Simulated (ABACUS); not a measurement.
**Yb: equation of state with PBEsol**

The system is Yb.

```xyz
1
Lattice="0.0000 2.7431 2.7431 2.7431 0.0000 2.7431 2.7431 2.7431 0.0000" Properties=species:S:1:pos:R:3 pbc="T T T"
Yb    0.0000    0.0000    0.0000
```

| Quantity | Value |
| --- | --- |
| Program | ABACUS 3.10.1 |
| Task | equation of state |
| Functional | PBEsol |
| Potentials or basis | PseudoDojo NC SR 0.4.1 PBE standard, lanthanides 3+ (f in core) |
| Cutoff | 680 eV |
| Density cutoff | 2721 eV |
| Basis | plane waves |
| k mesh | 6 × 6 × 6 |
| Occupations | gaussian, width 0.2 eV |
| Spin | collinear spin, ferromagnetic start |
| Starting moments | [1.0] μB |
| Fixed moment | 2 μB |

```yaml
Equilibrium_volume: outside the volumes run
```

Energy against volume, from the lowest point:
| volume (Å³/atom) | energy (meV/atom) |
| --- | --- |
| 38.805 | 0.00 |
| 40.456 | 78.32 |
| 42.107 | 163.14 |
| 43.758 | 252.81 |

All runs of the series together: 110 s on 4 threads of Intel(R) Xeon(R) Platinum 8488C (Sapphire Rapids), on a shared host.

Caveat: the moment is held away from its start; the local potential of these files has a noisy tail that shifts the pressure, which isn't listed; all typed moments are zero, and the program then starts from 1 μB on every atom; the noisy tail tilts energy against volume too; the potentials were made for another functional, which shifts forces and pressure; the total moment is fixed, so each spin has its own Fermi level. The state reached can hang on the start; a lower one may exist.
